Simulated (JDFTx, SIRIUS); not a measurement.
# Ge: programs and potentials compared

```
Ge
1.0
     0.00000    2.82891    2.82891
     2.82891    0.00000    2.82891
     2.82891    2.82891    0.00000
Ge
2
Direct
  0.75000 0.75000 0.75000
  0.50000 0.50000 0.50000
```

Alike in all runs: task single point; functional LDA; k mesh 8 × 8 × 8; occupations fermi-dirac, width 0.05 eV; no spin polarisation; no spin-orbit coupling. LDA stands for any of its common fits. Pressure is positive in compression and, in plane waves, holds the error of the finite cutoff.

| program and potentials | plane-wave cutoff (eV) | notes | band gap (eV) | pressure (GPa) |
| --- | --- | --- | --- | --- |
| JDFTx, PseudoDojo-SR-LDA-0.4.1-standard | 1061 | - | no gap | -1.37 |
| SIRIUS, PseudoDojo 0.4.1 PBE standard (scalar relativistic) | 1078 | potentials made for PBE | 0.00 | -2.20 |
| JDFTx, PseudoDojo-SR-LDA-0.4.1-standard with smoothed tails | 1061 | - | no gap | -1.36 |

The band gap spans no gap (JDFTx, PseudoDojo-SR-LDA-0.4.1-standard) to 0.00 eV (SIRIUS, PseudoDojo 0.4.1 PBE standard (scalar relativistic)). The pressure spans -2.20 (SIRIUS, PseudoDojo 0.4.1 PBE standard (scalar relativistic)) to -1.36 GPa (JDFTx, PseudoDojo-SR-LDA-0.4.1-standard with smoothed tails).

The functional is the same throughout but for its coding, so the spread measures potentials, basis and numerics; runs on potential files found faulty are left out.
